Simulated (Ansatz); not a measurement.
Here is an Ansatz 0.2.0 calculation.

input.yaml

```yaml
crystal:
  lattice:
    - [3.3392736332, 0.0, 0.0]
    - [-1.6696368166, 2.8918957965, 0.0]
    - [0.0, 0.0, 28.6733323964]
  atoms:
    - { symbol: In, position: [0.6666666667, 0.3333333333, 0.261567086] }
    - { symbol: In, position: [0.0, 0.0, 0.3565778439] }
    - { symbol: In, position: [0.6666666667, 0.3333333333, 0.4521926146] }
    - { symbol: In, position: [0.3333333333, 0.6666666667, 0.5478073854] }
    - { symbol: In, position: [0.6666666667, 0.3333333333, 0.6428181433] }
    - { symbol: In, position: [0.3333333333, 0.6666666667, 0.738432914] }
hamiltonian:
  xc: pbe
  pseudopotentials: { kind: paw }
kpoints:
  mp_grid: { grid: [9, 9, 1] }
scf:
  occupations: { method: fermi_dirac, width: 0.05 }
output:
  forces: true
  eigenvalues: true
  write_density: true
  write_potential: true
  elf: true
  volumetric_format: npy
efield:
  axis: 3
  dipole_correction: true
  ramp_width: 0.04
```

Potentials or basis: Ansatz PAW.

Run with:

```sh
$ ansatz run input.yaml --threads 4 --pin off --max-ram 11264MiB --backend cpu --events-out ev --progress --plain --runs-dir out
```

(1) What does it give for the work function of the upper face?

(2) Predict the work function of the lower face.

(3) Estimate the dipole across the slab.

(4) Predict the band gap on the k mesh.

## Answers

(1) 3.82 eV.

(2) 3.83 eV.

(3) 0.000 e·Å.

(4) none (metal or under the smearing width).
